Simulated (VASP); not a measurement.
# SnO (Pm-3m) in VASP: notebook, part 3 of 3

VASP 6.6.1. Earlier steps stand in the parts before.

## Step 5: G0W0 quasiparticle levels, r2SCAN

POSCAR

```
SnO
1.0
    3.1319300000      0.0000000000      0.0000000000
    0.0000000000      3.1319300000      0.0000000000
    0.0000000000      0.0000000000      3.1319300000
Sn O
1 1
Direct
    0.0000000000      0.0000000000      0.0000000000
    0.5000000000      0.5000000000      0.5000000000
```

INCAR.step1

```
ALGO     = Normal         # electronic algorithm
EDIFF    = 1E-8           # SCF threshold, eV
ENCUT    = 500            # plane-wave cutoff, eV
ISMEAR   = 0              # smearing method
LASPH    = T              # aspherical terms in the spheres
LCHARG   = F              # write CHGCAR
LMIXTAU  = T            
LREAL    = F              # projectors in reciprocal space
LWAVE    = T              # write WAVECAR
METAGGA  = R2SCAN         # meta-GGA
NELM     = 80             # most SCF steps
PREC     = Accurate       # precision mode
SIGMA    = 0.01           # smearing width, eV
```

INCAR.step2

```
ALGO     = Exact          # electronic algorithm
EDIFF    = 1E-8           # SCF threshold, eV
ENCUT    = 500            # plane-wave cutoff, eV
ISMEAR   = 0              # smearing method
ISTART   = 1            
LASPH    = T              # aspherical terms in the spheres
LCHARG   = F              # write CHGCAR
LMIXTAU  = T            
LOPTICS  = T              # frequency-dependent dielectric function
LREAL    = F              # projectors in reciprocal space
LWAVE    = T              # write WAVECAR
METAGGA  = R2SCAN         # meta-GGA
NBANDS   = 125            # bands
NELM     = 1              # most SCF steps
PREC     = Accurate       # precision mode
SIGMA    = 0.01           # smearing width, eV
```

INCAR.step3

```
ALGO     = EVGW0          # electronic algorithm
EDIFF    = 1E-8           # SCF threshold, eV
ENCUT    = 500            # plane-wave cutoff, eV
ENCUTGW  = 200            # cutoff of the response function
ISMEAR   = 0              # smearing method
ISTART   = 1            
LASPH    = T              # aspherical terms in the spheres
LCHARG   = F              # write CHGCAR
LMIXTAU  = T            
LREAL    = F              # projectors in reciprocal space
LWAVE    = F              # write WAVECAR
METAGGA  = R2SCAN         # meta-GGA
NBANDS   = 125            # bands
NBANDSGW = 18           
NELMGW   = 1            
NOMEGA   = 48             # frequency points
PREC     = Accurate       # precision mode
PRECFOCK = Fast         
SIGMA    = 0.01           # smearing width, eV
```

KPOINTS

```
k-points
0
Gamma
  5 5 5
```

Potentials or basis: VASP PAW PBE potentials, release 64 (Sn_d_GW, O_GW).

The run is started by

```console
$ cat potpaw_PBE.64/Sn_d_GW/POTCAR potpaw_PBE.64/O_GW/POTCAR > POTCAR
$ cp INCAR.step1 INCAR
$ mpirun -np 1 vasp_std > vasp.out
$ cp INCAR.step2 INCAR
$ mpirun -np 1 vasp_std > vasp.out
$ cp INCAR.step3 INCAR
$ mpirun -np 1 vasp_std > vasp.out
```

OUTCAR:

```text
EDIFF = 1E-8
   ENCUT = 500
   ENCUTGW = 200
   ISMEAR = 0
   ISTART = 1
   LASPH = T
   LREAL = F
   METAGGA = R2SCAN
   NELMGW = 1
   PREC = Accurate
   PRECFOCK = Fast

 ion  position               nearest neighbor table
   1  0.000  0.000  0.000-
   2  0.500  0.500  0.500-

  LATTYP: Found a simple cubic cell.
 ALAT       =     3.1319300000

  Lattice vectors:

 A1 = (   3.1319300000,   0.0000000000,   0.0000000000)
 A2 = (   0.0000000000,   3.1319300000,   0.0000000000)
 A3 = (   0.0000000000,   0.0000000000,   3.1319300000)

Analysis of symmetry for initial positions (statically):
=====================================================================
 Subroutine PRICEL returns:
 Original cell was already a primitive cell.

 Routine SETGRP: Setting up the symmetry group for a
 simple cubic supercell.

 Subroutine GETGRP returns: Found 48 space group operations
 (whereof 48 operations were pure point group operations)
 out of a pool of 48 trial point group operations.

The static configuration has the point symmetry O_h .

Analysis of symmetry for dynamics (positions and initial velocities):
=====================================================================
 Subroutine PRICEL returns:
 Original cell was already a primitive cell.

 Routine SETGRP: Setting up the symmetry group for a
 simple cubic supercell.

 Subroutine GETGRP returns: Found 48 space group operations
 (whereof 48 operations were pure point group operations)
 out of a pool of 48 trial point group operations.

The dynamic configuration has the point symmetry O_h .

[... 73 lines left out ...]
 SYSTEM =  unknown system
   PREC   = accura    normal or accurate (medium, high low for compatibility)
   ISTART =      1    job   : 0-new  1-cont  2-samecut
   ICHARG =      0    charge: 1-file 2-atom 10-const
   ISPIN  =      1    spin polarized calculation?
   LNONCOLLINEAR =      F non collinear calculations
   LSORBIT =      F    spin-orbit coupling
   LASPH  =      T    aspherical Exc in radial PAW
   ENCUT  =  500.0 eV  36.75 Ry    6.06 a.u.   5.71  5.71  5.71*2*pi/ulx,y,z
   NELM   =     60;   NELMIN=  2; NELMDL=  0     # of ELM steps
   EDIFF  = 0.1E-07   stopping-criterion for ELM
   LREAL  =      F    real-space projection
   EDIFFG = 0.1E-06   stopping-criterion for IOM
   NSW    =      0    number of steps for IOM
   IBRION =     -1    ionic relax: 0-MD 1-quasi-New 2-CG
   NFREE  =      0    steps in history (QN), initial steepest desc. (CG)
   ISIF   =      0    stress and relaxation
   ISYM   =      3    0-nonsym 1-usesym 2-fastsym
   POTIM  = 0.5000    time-step for ionic-motion
   TEBEG  =    0.0;   TEEND  =   0.0 temperature during run
   PSTRESS=    0.0 pullay stress
   NELECT =      20.0000    total number of electrons
   NUPDOWN=      -1.0000    fix difference up-down
   EMIN   =  10.00;   EMAX   =-10.00  energy-range for DOS
   EFERMI =   0.00;   METHOD = LEGACY
   ISMEAR =     0;   SIGMA  =   0.01  broadening in eV -4-tet -1-fermi 0-gaus
   EFERMI_NEDOS =   21; number of points for ismear=-14 and -15
   IALGO  =     38    algorithm
   IMIX   =      4    mixing-type and parameters
     AMIX     =   0.40;   BMIX     =  1.00
     AMIX_MAG =   1.60;   BMIX_MAG =  1.00
  volume/ion in A,a.u.               =      15.36       103.66
  Fermi-wavevector in a.u.,A,eV,Ry     =   1.418860  2.681256 27.390743  2.013163
  Thomas-Fermi vector in A             =   2.539941
   LORBIT       =      0    0 simple, 1 ext, 2 COOP (PROOUT), +10 PAW based schemes
   METAGGA = R2SCAN    functional components
   LHFCALC =     T    Hartree Fock is set to
   PRECFOCK=fast      Normal, Fast or Accurate (Low or Medium for compatibility)
   ENCUT4O =  -1.0   cutoff for four orbital integrals eV
   NKREDX  =     1    reduce k-point grid by
   NKREDY  =     1    reduce k-point grid by
   NKREDZ  =     1    reduce k-point grid by
   AEXX    =    1.0000 exact exchange contribution
   HFSCREEN=    0.0000 screening length (either q_TF or 0.3 A-1)
   HFSCREENC=   0.0000 screening length for correlation (either q_TF or 0.3 A-1)
   ENCUTFOCK=  -1.0 apply spherical cutoff to Coloumb kernel
   IVDW    =     0    specifies the selected vdW correction
   LEPSILON=     F    determine dielectric tensor
   LRPA    =     F    only Hartree local field effects (RPA)
   LRPAFORCE           =     F    calculate RPA forces
   ENCUTGW             = 200.0    cutoff for response function in eV
   ENCUTGWSOFT         = 160.0    soft cutoff for Coulomb kernel in GW response function in eV
   ENCUTLF             =  -1.0    cutoff for local field effects
   NELMGW              =     1    number of iterations in solving QP/BSE equation
   NELMHF              =     1    number of iterations in the inner HF iteration
   NKREDLFX            =     1    NKREDLFY  =   1   NKREDLFZ  =   1
 non-spin polarized calculation
 Gauss-broadening in eV      SIGMA  =   0.01
  energy-cutoff  :      500.00
  volume of cell :       30.72
 maximum number of plane-waves:       792
 NGX is ok and might be reduce to    24
  NGX = 14; NGY = 14; NGZ = 14
   NGX = 11   NGY = 11   NGZ = 11
 maximum number of plane-waves:       203

 QP shifts <psi_nk| G(iteration)W_0 |psi_nk>: iteration 1
 for sc-GW calculations column KS-energies equals QP-energies in previous step
 and V_xc(KS)=  KS-energies - (<T + V_ion + V_H > + <T+V_H+V_ion>^1  + <V_x>^1)

 k-point   1 :       0.0000    0.0000    0.0000
  band No.  KS-energies  QP-energies   sigma(KS)   V_xc(KS)     V^pw_x(r,r')   Z            occupation Imag(sigma)

      1     -16.7037     -18.6926     -21.0835     -18.2203     -26.9335       0.6947       2.0000       0.3183
      2     -16.7037     -18.6926     -21.0835     -18.2203     -26.9335       0.6947       2.0000       0.3183
      3     -16.3416     -18.4200     -21.3869     -18.4503     -27.1900       0.7078       2.0000       0.2932
      4     -16.3416     -18.4200     -21.3869     -18.4503     -27.1900       0.7078       2.0000       0.2932
      5     -16.3416     -18.4200     -21.3869     -18.4503     -27.1900       0.7078       2.0000       0.2932
      6     -13.1357     -12.5768     -18.5506     -19.5073     -29.4107       0.5843       2.0000       1.5759
[... 195 lines left out ...]
      4     -16.3140     -18.3813     -21.3978     -18.4841     -27.1612       0.7095       2.0000       0.2915
      5     -16.3140     -18.3813     -21.3978     -18.4841     -27.1612       0.7095       2.0000       0.2915
      6     -11.9050     -11.3910     -20.4919     -21.3628     -31.1408       0.5903       2.0000       1.2310
[... 10 lines left out ...]
     17      27.1674      27.3703     -11.6768     -11.9379      -5.0396       0.7770       0.0000      -0.9826
     18      30.1075      30.2352     -10.1634     -10.3293      -3.4605       0.7697       0.0000      -0.9824
```

OUTCAR.step1:

```text
EDIFF = 1E-8
   ENCUT = 500
   ISMEAR = 0
   LASPH = T
   LREAL = F
[... 375 lines left out ...]
 -----------------------------------------------------------------------------------
      0.00000      0.00000      0.00000         0.000000      0.000000      0.000000
      1.56597      1.56597      1.56597         0.000000      0.000000      0.000000
 -----------------------------------------------------------------------------------
    total drift:                                0.000000      0.000000     -0.000000

  FREE ENERGIE OF THE ION-ELECTRON SYSTEM (eV)
  ---------------------------------------------------
  free  energy   TOTEN  =       -31.6299999807 eV

  energy  without entropy=      -31.6299999807  energy(sigma->0) =      -31.62999998
```

Run time: 8.5 min. Hardware: 1 thread of AMD EPYC 7R13 (Zen 3), shared host; peak memory 0.43 GiB.

Results:

```yaml
Band_gap_on_the_k_mesh_mean-field_level: 1.51 eV, indirect (least direct gap 2.04 eV)
Quasiparticle_gap: 1.17 eV
Least_direct_quasiparticle_gap: 1.99 eV
```

Caveat: the cutoff is under 1.25 times the usual one of these potentials, so pressure, stress and relaxed cells hold a basis-set (Pulay) error; bands, screening cutoff and mesh are small and nothing is extrapolated, so the quasiparticle values aren't converged; the PAW data sets were made with another functional, which shifts forces and pressure a little; spin-orbit coupling is left out, which moves the levels of the heavy elements; an odd mesh through Γ misses points on the zone boundary, where band edges often lie.

## Step 6: The reference run

An earlier run on the cell as given: functional PBE; potentials or basis VASP PAW PBE potentials, release 64 (Sn_d, O); cutoff 520 eV; k mesh 9 × 9 × 9; occupations fermi-dirac, width 0.05 eV; no spin polarisation.

- Pressure: 0.0 GPa
- Band gap on the k mesh: 0.47 eV, indirect (least direct gap 0.92 eV)

## Step 7: Overview

| task | level | potentials or basis | cell | k mesh | cutoff (eV) | smearing | ions in elastic constants | cutoff of the response function | frequency points | empty bands | GW scheme | gap on the mesh (eV) | pressure (GPa) |
| --- | --- | --- | --- | --- | --- | --- | --- | --- | --- | --- | --- | --- | --- |
| core levels | PBEsol | VASP PAW PBE potentials, release 64 (Sn_d, O) | as given | 9 × 9 × 9 | 520 | gaussian 0.02 eV | - | - | - | - | - | 0.42 | -5.0 |
| phonons | PBEsol | VASP PAW PBE potentials, release 64 (Sn_d, O) | relaxed | 7 × 7 × 7 | 600 | gaussian 0.02 eV | - | - | - | - | - | - | - |
| elastic constants | PBEsol | VASP PAW PBE potentials, release 64 (Sn_d, O) | relaxed | 7 × 7 × 7 | 600 | gaussian 0.02 eV | relaxed | - | - | - | - | - | - |
| G0W0 quasiparticle levels | r2SCAN | VASP PAW PBE potentials, release 64 (Sn_d_GW, O_GW) | as given | 5 × 5 × 5 | 500 | gaussian 0.01 eV | - | 200 | 48 | 115 | G0W0 | - | - |
| single point | PBE | VASP PAW PBE potentials, release 64 (Sn_d, O) | as given | 9 × 9 × 9 | 520 | fermi-dirac 0.05 eV | - | - | - | - | - | 0.47 | 0.0 |

Alike in all rows: no spin polarisation.

Caveats: the PAW data sets were made with another functional, which shifts forces and pressure a little (some runs); spin-orbit coupling is left out, which moves the levels of the heavy elements (some runs); an odd mesh through Γ misses points on the zone boundary, where band edges often lie (some runs); some modes are imaginary (some runs); the elastic tensor has a negative eigenvalue, so either the cell is unstable as it stands or the mesh is too thin (some runs); the cutoff is under 1.25 times the usual one of these potentials, so pressure, stress and relaxed cells hold a basis-set (Pulay) error (some runs); bands, screening cutoff and mesh are small and nothing is extrapolated, so the quasiparticle values aren't converged (some runs).

Total energies depend on the potentials used, so only differences within one code and one set of settings carry meaning.
